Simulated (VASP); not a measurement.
# TaS2 (P-3m1) in VASP: settings compared

Aim: see how the results for TaS2 move with the level of theory and the settings. Levels: revTPSS, MS2. Tasks: band structure.

Everything below comes from runs of VASP 6.6.1. Logs are shortened: lines on timing, memory, paths and dates and some standing lists are left out, and cuts for length are marked.

## 1. The structure

It takes space group P-3m1 (No. 164, trigonal). Conventional cell: a = 3.350 Å, b = 3.350 Å, c = 5.860 Å, α = 90.00°, β = 90.00°, γ = 120.00°. Around Ta (site symmetry -3m) lie 6 S at 2.43 Å. Around S (site symmetry 3m) lie 3 Ta at 2.43 Å.

## 2. Band structure, revTPSS

INCAR

```
SYSTEM = TaS2
PREC = Accurate
ENCUT = 520
EDIFF = 1E-7
ISMEAR = -1
SIGMA = 0.05
LREAL = .FALSE.
LASPH = .TRUE.
NELM = 60
ALGO = Normal
ISIF = 2
LWAVE = .FALSE.
LCHARG = .FALSE.
LMAXMIX = 4
METAGGA = RTPSS
LMIXTAU = .TRUE.
NBANDS = 18
```

KPOINTS

```
regular mesh
0
G
  9 9 5
  0 0 0
```

POSCAR

```
TaS2
1.0
    3.3500000000      0.0000000000      0.0000000000
   -1.6750000000      2.9011851027      0.0000000000
    0.0000000000      0.0000000000      5.8600000000
Ta S
1 2
Direct
    0.0000000000      0.0000000000      0.0000000000
    0.6666666667      0.3333333333      0.7500000000
    0.3333333333      0.6666666667      0.2500000000
```

KPOINTS_OPT

```
path GMKGALHA,LM,KH
20
line-mode
reciprocal
 0.0000000000  0.0000000000  0.0000000000  G
 0.5000000000  0.0000000000  0.0000000000  M

 0.5000000000  0.0000000000  0.0000000000  M
 0.3333333333  0.3333333333  0.0000000000  K

 0.3333333333  0.3333333333  0.0000000000  K
 0.0000000000  0.0000000000  0.0000000000  G

 0.0000000000  0.0000000000  0.0000000000  G
 0.0000000000  0.0000000000  0.5000000000  A

 0.0000000000  0.0000000000  0.5000000000  A
 0.5000000000  0.0000000000  0.5000000000  L

 0.5000000000  0.0000000000  0.5000000000  L
 0.3333333333  0.3333333333  0.5000000000  H

 0.3333333333  0.3333333333  0.5000000000  H
 0.0000000000  0.0000000000  0.5000000000  A

 0.5000000000  0.0000000000  0.5000000000  L
 0.5000000000  0.0000000000  0.0000000000  M

 0.3333333333  0.3333333333  0.0000000000  K
 0.3333333333  0.3333333333  0.5000000000  H
```

Potentials or basis: VASP PAW PBE potentials, release 64 (Ta_pv, S).

Launch:

```console
$ cat potpaw_PBE.64/Ta_pv/POTCAR potpaw_PBE.64/S/POTCAR > POTCAR
$ mpirun -np 1 vasp_std > vasp.out
```

OUTCAR:

```text
SYSTEM = TaS2
   PREC = Accurate
   ENCUT = 520
   EDIFF = 1E-7
   ISMEAR = -1
   LREAL = .FALSE.
   LASPH = .TRUE.
   NELM = 60
   ISIF = 2
   METAGGA = RTPSS

 ion  position               nearest neighbor table
   1  0.000  0.000  0.000-   2 2.43   3 2.43   2 2.43   3 2.43   2 2.43   3 2.43
   2  0.667  0.333  0.750-   1 2.43   1 2.43   1 2.43
   3  0.333  0.667  0.250-   1 2.43   1 2.43   1 2.43

  LATTYP: Found a hexagonal cell.
 ALAT       =     3.3500000000
 C/A-ratio  =     1.7492537313

  Lattice vectors:

 A1 = (   3.3500000000,   0.0000000000,   0.0000000000)
 A2 = (  -1.6750000000,   2.9011851027,   0.0000000000)
 A3 = (   0.0000000000,   0.0000000000,   5.8600000000)

Analysis of symmetry for initial positions (statically):
=====================================================================
 Subroutine PRICEL returns:
 Original cell was already a primitive cell.

 Routine SETGRP: Setting up the symmetry group for a
 hexagonal supercell.

 Subroutine GETGRP returns: Found 12 space group operations
 (whereof 12 operations were pure point group operations)
 out of a pool of 24 trial point group operations.

The static configuration has the point symmetry D_3d.

Analysis of symmetry for dynamics (positions and initial velocities):
=====================================================================
 Subroutine PRICEL returns:
 Original cell was already a primitive cell.

 Routine SETGRP: Setting up the symmetry group for a
 hexagonal supercell.

 Subroutine GETGRP returns: Found 12 space group operations
 (whereof 12 operations were pure point group operations)
 out of a pool of 24 trial point group operations.

The dynamic configuration has the point symmetry D_3d.

 Subroutine INISYM returns: Found 12 space group operations
 (whereof 12 operations are pure point group operations),
 and found     1 'primitive' translations

----------------------------------------------------------------------------------------

                                     Primitive cell

  volume of cell :      56.9532

  direct lattice vectors                    reciprocal lattice vectors
     3.350000000  0.000000000  0.000000000     0.298507463  0.172343364  0.000000000
    -1.675000000  2.901185103  0.000000000     0.000000000  0.344686728  0.000000000
     0.000000000  0.000000000  5.860000000     0.000000000  0.000000000  0.170648464

  length of vectors
     3.350000000  3.350000000  5.860000000     0.344686728  0.344686728  0.170648464

  position of ions in fractional coordinates (direct lattice)
     0.000000000  0.000000000  0.000000000
     0.666666667  0.333333333  0.750000000
     0.333333333  0.666666667  0.250000000

  ion indices of the primitive-cell ions
   primitive index   ion index
                 1           1
                 2           2
                 3           3

----------------------------------------------------------------------------------------

 KPOINTS: regular mesh

Automatic generation of k-mesh.
 Grid dimensions read from file:
 generate k-points for:    9    9    5

 Generating k-lattice:

  Cartesian coordinates                     Fractional coordinates (reciprocal lattice)
     0.033167496  0.019149263  0.000000000     0.111111111 -0.000000000  0.000000000
     0.000000000  0.038298525  0.000000000     0.000000000  0.111111111  0.000000000
     0.000000000  0.000000000  0.034129693     0.000000000  0.000000000  0.200000000

  Length of vectors
     0.038298525  0.038298525  0.034129693

  Shift w.r.t. Gamma in fractional coordinates (k-lattice)
     0.000000000  0.000000000  0.000000000

 Subroutine IBZKPT returns following result:
 ===========================================

 Found     50 irreducible k-points:

 Following reciprocal coordinates:
            Coordinates               Weight
  0.000000  0.000000  0.000000      1.000000
  0.111111  0.000000  0.000000      6.000000
  0.222222  0.000000  0.000000      6.000000
  0.333333  0.000000  0.000000      6.000000
  0.444444  0.000000  0.000000      6.000000
  0.111111  0.111111  0.000000      6.000000
[... 16 lines left out ...]
  0.222222  0.111111  0.200000     12.000000
 -0.111111  0.333333  0.200000     12.000000
 [... further k-points ...]
   k-points           NKPTS =     50   k-points in BZ     NKDIM =     50   number of bands    NBANDS=     18
   number of dos      NEDOS =    301   number of ions     NIONS =      3
   total plane-waves  NPLWV =  37632
   dimension x,y,z NGX =    28 NGY =   28 NGZ =   48
   dimension x,y,z NGXF=    56 NGYF=   56 NGZF=   96
   ions per type =               1   2
   NGX,Y,Z   is equivalent  to a cutoff of  13.90, 13.90, 13.62 a.u.
   NGXF,Y,Z  is equivalent  to a cutoff of  27.79, 27.79, 27.23 a.u.
 SYSTEM =  TaS2
   PREC   = accura    normal or accurate (medium, high low for compatibility)
   ISTART =      0    job   : 0-new  1-cont  2-samecut
   ICHARG =      2    charge: 1-file 2-atom 10-const
   ISPIN  =      1    spin polarized calculation?
   LNONCOLLINEAR =      F non collinear calculations
   LSORBIT =      F    spin-orbit coupling
   LASPH  =      T    aspherical Exc in radial PAW
   ENCUT  =  520.0 eV  38.22 Ry    6.18 a.u.   6.23  6.23 10.90*2*pi/ulx,y,z
   NELM   =     60;   NELMIN=  2; NELMDL= -5     # of ELM steps
   EDIFF  = 0.1E-06   stopping-criterion for ELM
   LREAL  =      F    real-space projection
   EDIFFG = 0.1E-05   stopping-criterion for IOM
   NSW    =      0    number of steps for IOM
   IBRION =     -1    ionic relax: 0-MD 1-quasi-New 2-CG
   NFREE  =      0    steps in history (QN), initial steepest desc. (CG)
   ISIF   =      2    stress and relaxation
   ISYM   =      2    0-nonsym 1-usesym 2-fastsym
   POTIM  = 0.5000    time-step for ionic-motion
   TEBEG  =    0.0;   TEEND  =   0.0 temperature during run
   PSTRESS=    0.0 pullay stress
   NELECT =      23.0000    total number of electrons
   NUPDOWN=      -1.0000    fix difference up-down
   EMIN   =  10.00;   EMAX   =-10.00  energy-range for DOS
   EFERMI =   0.00;   METHOD = LEGACY
   ISMEAR =    -1;   SIGMA  =   0.05  broadening in eV -4-tet -1-fermi 0-gaus
   EFERMI_NEDOS =   21; number of points for ismear=-14 and -15
   IALGO  =     38    algorithm
   IMIX   =      4    mixing-type and parameters
     AMIX     =   0.40;   BMIX     =  1.00
     AMIX_MAG =   1.60;   BMIX_MAG =  1.00
  volume/ion in A,a.u.               =      18.98       128.11
  Fermi-wavevector in a.u.,A,eV,Ry     =   1.210073  2.286706 19.922686  1.464276
  Thomas-Fermi vector in A             =   2.345631
   LORBIT       =      0    0 simple, 1 ext, 2 COOP (PROOUT), +10 PAW based schemes
   METAGGA = RTPSS    functional components
   LHFCALC =     F    Hartree Fock is set to
   AEXX    =    0.0000 exact exchange contribution
   IVDW    =     0    specifies the selected vdW correction
   LEPSILON=     F    determine dielectric tensor
   LRPA    =     F    only Hartree local field effects (RPA)
 non-spin polarized calculation
  energy-cutoff  :      520.00
  volume of cell :       56.95
 maximum number of plane-waves:      1569
 NGX is ok and might be reduce to    28
   NGX = 13   NGY = 13   NGZ = 21

 number of electron      22.9999999 magnetization

 Free energy of the ion-electron system (eV)
  ---------------------------------------------------
  ext. energy  EPLUGINS =         0.00000000
  ---------------------------------------------------
  free energy    TOTEN  =        12.21169139 eV

  energy without entropy =       12.22620250  energy(sigma->0) =       12.21894695

 E-fermi :   5.5906     XC(G=0): -10.8023

 val. band max:        5.5843367373   @ k =   0.2222   0.1111   0.0000
 cond. band min:       5.5993025036   @ k =   0.0000   0.0000   0.4000
 fundamental gap:      0.0149657663
 Fermi energy:         5.5905795017

 k-point     1 :       0.0000    0.0000    0.0000
  band No.  band energies     occupation
      1     -29.9917      2.00000
      2     -29.9578      2.00000
      3     -29.9578      2.00000
      4      -9.8476      2.00000
      5      -7.7741      2.00000
      6      -1.5322      2.00000
[... 10 lines left out ...]
     17      10.8309      0.00000
     18      11.3504      0.00000

 k-point     2 :       0.1111    0.0000    0.0000
  band No.  band energies     occupation
      1     -29.9941      2.00000
      2     -29.9845      2.00000
      3     -29.9660      2.00000
      4      -9.6542      2.00000
      5      -7.7801      2.00000
      6      -1.2989      2.00000
[... 10 lines left out ...]
     17      11.8519      0.00000
     18      12.1302      0.00000

 k-point     3 :       0.2222    0.0000    0.0000
  band No.  band energies     occupation
      1     -30.0844      2.00000
      2     -29.9867      2.00000
      3     -29.9665      2.00000
      4      -9.1302      2.00000
      5      -7.7919      2.00000
      6      -0.6765      2.00000
[... 10 lines left out ...]
     17      12.8114      0.00000
     18      13.4066      0.00000

 k-point     4 :       0.3333    0.0000    0.0000
  band No.  band energies     occupation
      1     -30.1851      2.00000
      2     -30.0100      2.00000
      3     -29.9460      2.00000
      4      -8.4803      2.00000
      5      -7.7570      2.00000
      6      -0.4793      2.00000
[... 375 lines left out ...]
      4      -9.2154      2.00000
      5      -7.9162      2.00000
      6      -0.6308      2.00000
[... 10 lines left out ...]
     17      13.0556      0.00000
     18      13.3853      0.00000

 k-point    23 :       0.2222    0.1111    0.2000
  band No.  band energies     occupation
      1     -30.1418      2.00000
      2     -30.0134      2.00000
      3     -29.9526      2.00000
      4      -8.5917      2.00000
      5      -7.9151      2.00000
      6      -0.0268      2.00000
[... 10 lines left out ...]
     17      13.4093      0.00000
     18      13.7063      0.00000

 k-point    24 :      -0.1111    0.3333    0.2000
  band No.  band energies     occupation
      1     -30.1418      2.00000
      2     -30.0134      2.00000
      3     -29.9526      2.00000
      4      -8.6497      2.00000
      5      -7.8325      2.00000
      6      -0.4024      2.00000
[... 10 lines left out ...]
     17      12.5256      0.00000
     18      13.1533      0.00000

 [... further k-points ...]

------------------------ aborting loop because EDIFF is reached ----------------------------------------

  FORCE on cell =-STRESS in cart. coord.  units (eV):
  Direction    XX          YY          ZZ          XY          YZ          ZX
  --------------------------------------------------------------------------------------
  -------------------------------------------------------------------------------------
  Total        1.5931476      1.5931476      3.9878375      0.0000000      0.0000000      0.0000000
  in kB       44.8176152     44.8176152    112.1838062      0.0000000      0.0000000      0.0000000
  external PRESSURE =      67.2730122 kB  Pullay stress =       0.0000000 kB

 VOLUME and BASIS-vectors are now :
 -----------------------------------------------------------------------------
  energy-cutoff  :      520.00
  volume of cell :       56.95
      direct lattice vectors                 reciprocal lattice vectors
     3.350000000  0.000000000  0.000000000     0.298507463  0.172343364  0.000000000
    -1.675000000  2.901185103  0.000000000     0.000000000  0.344686728  0.000000000
     0.000000000  0.000000000  5.860000000     0.000000000  0.000000000  0.170648464

 POSITION                                       TOTAL-FORCE (eV/Angst)
 -----------------------------------------------------------------------------------
      0.00000      0.00000      0.00000        -0.000000      0.000000      0.000000
      1.67500      0.96706      4.39500         0.000000      0.000000     -1.261134
     -0.00000      1.93412      1.46500        -0.000000     -0.000000      1.261134
 -----------------------------------------------------------------------------------
    total drift:                               -0.000000     -0.000000     -0.000000

  FREE ENERGIE OF THE ION-ELECTRON SYSTEM (eV)
  ---------------------------------------------------
  free  energy   TOTEN  =        12.2116913893 eV

  energy  without entropy=       12.2262025048  energy(sigma->0) =       12.21894695
```

Wall time 4.7 min (1 thread of Intel Xeon 6975P-C (Granite Rapids), shared host); peak memory 0.23 GiB.

Results:

```yaml
Free_energy: 12.2117 eV
Pressure: 6.7 GPa
Largest_force: 1.261 eV/Å
Band_gap_along_the_path: none (metal or under the smearing width)
```

Forces in eV/Å, atoms in the order of the input:
```
Ta   0.000  0.000  0.000
S    0.000  0.000 -1.261
S    0.000  0.000  1.261
```

Levels at the corners of the path, in eV from the Fermi level:
```tsv
point	band 8	band 9	band 10	band 11	band 12	band 13	band 14	band 15
Γ	-4.29	-1.35	-0.79	-0.79	0.04	0.04	0.29	4.21
M	-4.59	-4.13	-3.54	-2.30	-0.82	2.46	3.02	4.65
M	-4.59	-4.13	-3.54	-2.30	-0.82	2.46	3.02	4.65
K	-5.61	-3.89	-3.89	-3.26	1.17	2.15	2.15	4.32
K	-5.61	-3.89	-3.89	-3.26	1.17	2.15	2.15	4.32
Γ	-4.29	-1.35	-0.79	-0.79	0.04	0.04	0.29	4.21
Γ	-4.29	-1.35	-0.79	-0.79	0.04	0.04	0.29	4.21
A	-4.26	-3.61	-0.93	-0.93	0.01	0.01	1.29	4.63
A	-4.26	-3.61	-0.93	-0.93	0.01	0.01	1.29	4.63
L	-4.46	-4.26	-2.30	-2.02	-1.27	2.45	3.01	4.46
L	-4.46	-4.26	-2.30	-2.02	-1.27	2.45	3.01	4.46
H	-5.53	-3.87	-3.61	-3.61	1.26	1.47	1.47	5.22
H	-5.53	-3.87	-3.61	-3.61	1.26	1.47	1.47	5.22
A	-4.26	-3.61	-0.93	-0.93	0.01	0.01	1.29	4.63
L	-4.46	-4.26	-2.30	-2.02	-1.27	2.45	3.01	4.46
M	-4.59	-4.13	-3.54	-2.30	-0.82	2.46	3.02	4.65
K	-5.61	-3.89	-3.89	-3.26	1.17	2.15	2.15	4.32
H	-5.53	-3.87	-3.61	-3.61	1.26	1.47	1.47	5.22
```

Caveat: the PAW data sets were made with another functional, which shifts forces and pressure a little; spin-orbit coupling is left out, which moves the levels of the heavy elements; this functional lacks dispersion, which binds the layers, so the pressure and a relaxed spacing across them are unreliable.

## 3. Band structure, MS2

INCAR

```
SYSTEM = TaS2
  ALGO = Normal
  EDIFF = 1E-7
  ENCUT = 520
  ISIF = 2
  ISMEAR = -1
  LASPH = .True.
  LCHARG = .False.
  LMAXMIX = 4
  LMIXTAU = .True.
  LREAL = .False.
  LWAVE = .False.
  METAGGA = MS2
  NELM = 80
  PREC = Accurate
  SIGMA = 0.05
```

KPOINTS

```
k-points
0
Gamma
  9 9 5
  0 0 0
```

POSCAR is that of step 2.

KPOINTS_OPT, as its differences from that of step 2:

```diff
@@ -1,3 +1,3 @@
 path GMKGALHA,LM,KH
-20
+15
 line-mode
```

Potentials or basis: VASP PAW PBE potentials, release 64 (Ta_pv, S).

Launch:

```console
$ cat potpaw_PBE.64/Ta_pv/POTCAR potpaw_PBE.64/S/POTCAR > POTCAR
$ mpirun -np 1 vasp_std > vasp.out
```

OUTCAR:

```text
SYSTEM = TaS2
   EDIFF = 1E-7
   ENCUT = 520
   ISIF = 2
   ISMEAR = -1
   LASPH = .True.
   LREAL = .False.
   METAGGA = MS2
   NELM = 80
   PREC = Accurate

 ion  position               nearest neighbor table
   1  0.000  0.000  0.000-   2 2.43   3 2.43   2 2.43   3 2.43   2 2.43   3 2.43
   2  0.667  0.333  0.750-   1 2.43   1 2.43   1 2.43
   3  0.333  0.667  0.250-   1 2.43   1 2.43   1 2.43

  LATTYP: Found a hexagonal cell.
 ALAT       =     3.3500000000
 C/A-ratio  =     1.7492537313

  Lattice vectors:
[... 624 lines left out ...]

  FORCE on cell =-STRESS in cart. coord.  units (eV):
  Direction    XX          YY          ZZ          XY          YZ          ZX
  --------------------------------------------------------------------------------------
  -------------------------------------------------------------------------------------
  Total        1.7168667      1.7168667      3.6685529      0.0000000      0.0000000      0.0000000
  in kB       48.2980170     48.2980170    103.2018557      0.0000000      0.0000000      0.0000000
  external PRESSURE =      66.5992966 kB  Pullay stress =       0.0000000 kB

 VOLUME and BASIS-vectors are now :
 -----------------------------------------------------------------------------
  energy-cutoff  :      520.00
  volume of cell :       56.95
      direct lattice vectors                 reciprocal lattice vectors
     3.350000000  0.000000000  0.000000000     0.298507463  0.172343364  0.000000000
    -1.675000000  2.901185103  0.000000000     0.000000000  0.344686728  0.000000000
     0.000000000  0.000000000  5.860000000     0.000000000  0.000000000  0.170648464

 POSITION                                       TOTAL-FORCE (eV/Angst)
 -----------------------------------------------------------------------------------
      0.00000      0.00000      0.00000        -0.000000      0.000000      0.000000
      1.67500      0.96706      4.39500         0.000000     -0.000000     -1.046269
     -0.00000      1.93412      1.46500        -0.000000      0.000000      1.046269
 -----------------------------------------------------------------------------------
    total drift:                               -0.000000     -0.000000      0.000000

  FREE ENERGIE OF THE ION-ELECTRON SYSTEM (eV)
  ---------------------------------------------------
  free  energy   TOTEN  =       -15.7231993502 eV

  energy  without entropy=      -15.7088802211  energy(sigma->0) =      -15.71603979
```

Run time: 4.3 min. Hardware: 1 thread of Intel Xeon 6975P-C (Granite Rapids), shared host; peak memory 0.23 GiB.

What came out:

* Free energy: -15.7232 eV
* Pressure: 6.7 GPa
* Largest force: 1.046 eV/Å
* Band gap along the path: none (metal or under the smearing width)

Forces in eV/Å, atoms in the order of the input:
```
Ta   0.000  0.000  0.000
S    0.000  0.000 -1.046
S    0.000  0.000  1.046
```

Levels at the corners of the path, in eV from the Fermi level:
```csv
point,band 9,band 10,band 11,band 12,band 13,band 14
Γ,-1.45,-0.92,-0.92,0.05,0.05,0.32
M,-4.28,-3.62,-2.43,-0.83,2.47,3.00
M,-4.28,-3.62,-2.43,-0.83,2.47,3.00
K,-3.99,-3.99,-3.38,1.20,2.14,2.14
K,-3.99,-3.99,-3.38,1.20,2.14,2.14
Γ,-1.45,-0.92,-0.92,0.05,0.05,0.32
Γ,-1.45,-0.92,-0.92,0.05,0.05,0.32
A,-3.67,-1.05,-1.05,0.02,0.02,1.29
A,-3.67,-1.05,-1.05,0.02,0.02,1.29
L,-4.42,-2.41,-2.15,-1.25,2.46,3.00
L,-4.42,-2.41,-2.15,-1.25,2.46,3.00
H,-3.96,-3.73,-3.73,1.28,1.51,1.51
H,-3.96,-3.73,-3.73,1.28,1.51,1.51
A,-3.67,-1.05,-1.05,0.02,0.02,1.29
L,-4.42,-2.41,-2.15,-1.25,2.46,3.00
M,-4.28,-3.62,-2.43,-0.83,2.47,3.00
K,-3.99,-3.99,-3.38,1.20,2.14,2.14
H,-3.96,-3.73,-3.73,1.28,1.51,1.51
```

Caveat: the PAW data sets were made with another functional, which shifts forces and pressure a little; spin-orbit coupling is left out, which moves the levels of the heavy elements.
